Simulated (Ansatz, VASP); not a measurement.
InSb3: VASP beside Ansatz

File INCAR:

```
  PREC = Accurate
  ENCUT = 520
  EDIFF = 1E-6
  ISMEAR = 0
  SIGMA = 0.1
  LREAL = False
  LASPH = True
  NELM = 100
  ALGO = Normal
  ISIF = 2
  LWAVE = False
  LCHARG = False
  GGA = PE
  NBANDS = 22
```

File KPOINTS:

```
Automatic mesh
0
Gamma
  4 4 4
```

Contents of POSCAR:

```
InSb3
1.0
    0.0000000000      3.9899178638      3.9899178638
    3.9899178638      0.0000000000      3.9899178638
    3.9899178638      3.9899178638      0.0000000000
In Sb
1 3
Direct
    0.0000000000      0.0000000000      0.0000000000
    0.2500000000      0.2500000000      0.2500000000
    0.7500000000      0.7500000000      0.7500000000
    0.5000000000      0.5000000000      0.5000000000
```

Input for Ansatz:

```yaml
crystal:
  lattice:
    - [0.0, 3.9899178638, 3.9899178638]
    - [3.9899178638, 0.0, 3.9899178638]
    - [3.9899178638, 3.9899178638, 0.0]
  atoms:
    - { symbol: In, position: [0.0, 0.0, 0.0] }
    - { symbol: Sb, position: [0.25, 0.25, 0.25] }
    - { symbol: Sb, position: [0.75, 0.75, 0.75] }
    - { symbol: Sb, position: [0.5, 0.5, 0.5] }
basis:
  ecutwfc: 420
kpoints:
  mp_grid: { grid: [4, 4, 4] }
hamiltonian:
  xc: pbe
scf:
  occupations: { method: gaussian, width: 0.1 }
output:
  forces: true
  stress: true
  eigenvalues: true
```

Alike in both runs: task single point; functional PBE; k mesh 4 × 4 × 4; occupations gaussian, width 0.1 eV; no spin polarisation.

|  | VASP | Ansatz |
| --- | --- | --- |
| version | VASP 6.6.1 | Ansatz 0.2.0 |
| potentials or method | VASP PAW PBE potentials, release 64 (In_d, Sb) | scalar-relativistic, plane waves, PAW |
| plane-wave cutoff (eV) | 520 | 420 |
| valence electrons in the cell | 28 | 58 |

Ansatz gave:

| Item | Value |
| --- | --- |
| gap on the k mesh at the Fermi level (eV) | none |
| pressure (GPa) | -5.6 |

Task: Estimate VASP's values.

Result: gap on the k mesh at the Fermi level (eV): none; pressure (GPa): -5.7.

A gap of «none» marks a metal or a gap that the smearing closes. The functional is the same, so the differences come from potentials, cutoffs and numerics. The two sets of potentials don't hold the same shells in valence.

The runs have no spin-orbit coupling, so splittings on Sb are missing.
